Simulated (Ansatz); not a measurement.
Here is an Ansatz 0.2.0 calculation.

The input input.yaml:

```yaml
crystal:
  lattice:
    - [-1.679054, 1.631409, 1.643055]
    - [1.729318, -1.660825, 1.722735]
    - [1.639111, 1.620882, -1.67247]
  atoms:
    - { symbol: Nb, position_ang: [-0.004062143, 0.008918119, 0.015734145] }
hamiltonian:
  xc: r2scan
  pseudopotentials: { kind: paw }
kpoints:
  mp_grid: { grid: [9, 8, 9] }
  band_path:
    path:
      - [[0.0, 0.5, 0.0], [0.0, 0.0, 0.0], [0.0, -0.5, 0.5]]
      - [[0.0, 0.0, 0.5], [0.0, 0.0, 0.0], [0.5, 0.0, -0.5]]
      - [[0.5, 0.5, -0.5], [0.0, 0.0, 0.0], [0.5, -0.5, 0.0]]
      - [[0.5, 0.0, 0.0], [0.0, 0.0, 0.0]]
    npoints: 14
scf:
  occupations: { method: fermi_dirac, width: 0.025 }
  n_extra_bands: 6
output:
  forces: true
  stress: true
  eigenvalues: true
  fatbands: false
  write_density: true
  write_potential: true
  elf: true
  volumetric_format: npy
```

Potentials or basis: Ansatz PAW.

The run is started by

```bash
$ ansatz run input.yaml --threads 1 --pin off --max-ram 2560MiB --backend cpu --events-out ev --progress --plain --runs-dir out
```

Q: Predict the band gap on the k mesh.

A: None (metal or under the smearing width).

Q: What does it give for the pressure?

A: -3.9 GPa.

Stress tensor (GPa, compression positive):
```
-5.22  0.28  0.06
 0.28 -1.40  0.66
 0.06  0.66 -5.21
```

Caveat: the PAW data sets come from PBE, with cores solved anew for the run's functional, which leaves a small shift of forces and pressure.
